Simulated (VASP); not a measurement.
Os, 2 atoms in the cell. Symmetry: P6_3/mmc, No. 194, hexagonal system. Conventional cell: a = 2.746 Å, b = 2.746 Å, c = 4.326 Å, α = 90.00°, β = 90.00°, γ = 120.00°. Around Os (site symmetry -6m2) lie 12 Os at 2.68 to 2.75 Å. 

- Program: VASP 6.6.1
- Task: relaxation of cell and atoms
- Functional: LDA
- Potentials or basis: VASP PAW LDA potentials, release 64 (Os)
- Cutoff: 600 eV
- k mesh: 18 × 18 × 10
- Occupations: gaussian, width 0.1 eV
- Spin: no spin polarisation
- Further INCAR settings: ALGO = Fast; EDIFF = 1e-07; IBRION = 2; EDIFFG = -0.005; NSW = 90; ISIF = 3

Potentials or basis: VASP PAW LDA potentials, release 64 (Os).

Command:

```bash
$ cat potpaw_LDA.64/Os/POTCAR > POTCAR
$ mpirun -np 1 vasp_std > vasp.out
```

Hardware: 1 thread of Intel(R) Xeon(R) Platinum 8488C (Sapphire Rapids) (shared host).

Q: Estimate the wall time of this run.

A: Wall time 4.2 min on 1 thread of Intel(R) Xeon(R) Platinum 8488C (Sapphire Rapids), with other jobs on the host, peak memory 0.23 GiB. Counts: scf iterations 84, k points 222, ion steps 9.
